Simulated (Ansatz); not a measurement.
**InSe: changing spin-orbit coupling**

```cif
data_structure
_symmetry_space_group_name_H-M 'P 1'
_symmetry_Int_Tables_number 1
_cell_length_a 6.1781
_cell_length_b 6.1781
_cell_length_c 5.0730
_cell_angle_alpha 108.684
_cell_angle_beta 108.684
_cell_angle_gamma 38.850
_cell_volume 114.24
loop_
_atom_site_label
_atom_site_type_symbol
_atom_site_fract_x
_atom_site_fract_y
_atom_site_fract_z
_atom_site_occupancy
In1 In 0.88820 0.88820 0.04684 1
In2 In 0.11180 0.11180 0.95316 1
Se1 Se 0.66093 0.66093 0.66896 1
Se2 Se 0.33907 0.33907 0.33104 1
```

The cell comes from a database or a generator and needn't be the stable form of this composition.

Kept alike: task band structure; functional PBEsol; k mesh 7 × 7 × 6; occupations fermi-dirac, width 0.05 eV. Program: Ansatz, Ansatz PAW, cutoff 420 eV. The mesh is that of the run's cell of 4 atoms.

| spin-orbit coupling | band gap (eV) |
| --- | --- |
| off | 1.070 |
| on | 1.049 |

Gaps are the smaller of the mesh's and the band path's. All rows use potentials made for PBE.

Problem. What does spin-orbit coupling change here?

Solution. The band gap runs from 1.049 (on) to 1.070 eV (off). Spin-orbit coupling splits p and d bands at the edges, and the more so the heavier the atoms.
